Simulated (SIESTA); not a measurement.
**Rh under changes of volume**

One of the cells (13.945 Å³/atom); the others are scaled copies at fixed shape and fractional positions:

```
CELL_PARAMETERS angstrom
0.00000 1.91042 1.91042
1.91042 0.00000 1.91042
1.91042 1.91042 0.00000
ATOMIC_POSITIONS crystal
Rh 0.00000 0.00000 0.00000
```

```yaml
Program: SIESTA 5.4.2
Functional: PBEsol
Potentials_or_basis: PseudoDojo 0.4 standard (PBEsol files)
Basis: DZP (energy shift 0.003 Ry; two zetas on semicore shells)
Grid_cutoff: 800 Ry
Energy_shift: 0.003 Ry
k_mesh: 12 × 12 × 12
Occupations: fermi-dirac, width 0.05 eV
Spin: no spin polarisation
```

| volume (Å³/atom) | energy over the lowest point (meV/atom) | pressure (GPa) |
| --- | --- | --- |
| 12.851 | 50.21 | 21.9 |
| 13.125 | 19.87 | 13.9 |
| 13.398 | ? | ? |
| 13.945 | 0.00 | -4.5 |
| 14.218 | 12.58 | -9.8 |
| 14.492 | 33.17 | -14.0 |

Question: What does the run at 13.398 Å³/atom give?

Answer: Energy over the lowest point 2.70 meV/atom; pressure 6.8 GPa.

Worked out: A Birch-Murnaghan fit of order 3 (a polynomial in V^(-2/3)) to the other rows has its minimum at 13.70 Å³/atom with B0 = V·E''(V) = 290 GPa and B' = 5.1. It gives 2.40 meV/atom at 13.398 Å³/atom, against the run's 2.70, and -dE/dV = 6.8 GPa, against 6.8.

Energies are extrapolated to zero smearing.

Caveats: the basis of atomic orbitals isn't converged, which shifts pressures, moduli and gaps.
